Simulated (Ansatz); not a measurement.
Structure: TlCl in the CsCl structure, at its r2SCAN minimum. It is cubic, Pm-3m (No. 221); a = 3.839 Å in the conventional setting, 28.29 Å³ an atom. Around Tl lie 8 Cl at 3.32 Å; around Cl lie 8 Tl at 3.32 Å.

The questions ask for values computed with the PAW code Ansatz on this geometry. Calculated for a static, non-magnetic cell.

Given (6×6×6 mesh): The PBE gap is direct at X: 2.08 eV.

Problem. How does the gap change from PBE to PBE+SOC (6×6×6)?

Solution. The PBE+SOC gap is indirect, 1.62 eV (X to R), below the direct gap of 1.91 eV at X. The gap differs by -0.46 eV from PBE's.

Problem. Estimate the gap with r2SCAN on 6×6×6.

Solution. The r2SCAN gap is direct at X: 2.51 eV. The gap differs by +0.43 eV from PBE's.

Problem. What does HSE06 give for the gap (4×4×4 mesh)?

Solution. The HSE06 gap is direct at X: 2.85 eV. The gap differs by +0.77 eV from PBE's.

Problem. What does PBE0 give for the gap (4×4×4 mesh)?

Solution. With PBE0 the gap is 3.50 eV and direct, at X. The gap differs by +1.42 eV from PBE's.

Problem. Roughly how does the cost of the PBE+SOC run (6×6×6) compare with r2SCAN's (6×6×6)?

Solution. About 2.9 times as much (8 core-seconds against 2.8 core-seconds, on 2 threads of Intel(R) Xeon(R) Platinum 8488C (Sapphire Rapids) (shared host)).

Problem. How do the levels compare, in gap and in cost?

Solution. r2SCAN covers 56 % of the step from PBE to HSE06, while HSE06 needs about 13 times r2SCAN's cost (on a coarser mesh). For gaps to 0.1 eV, spin-orbit coupling (up to 0.47 eV here) has to be included. The levels disagree on the kind of gap: direct with PBE, r2SCAN, HSE06, PBE0; indirect with PBE+SOC.

Only the levels marked +SOC include spin-orbit coupling.

The meshes of the hybrids are coarse, so their gaps aren't converged to the digits shown.
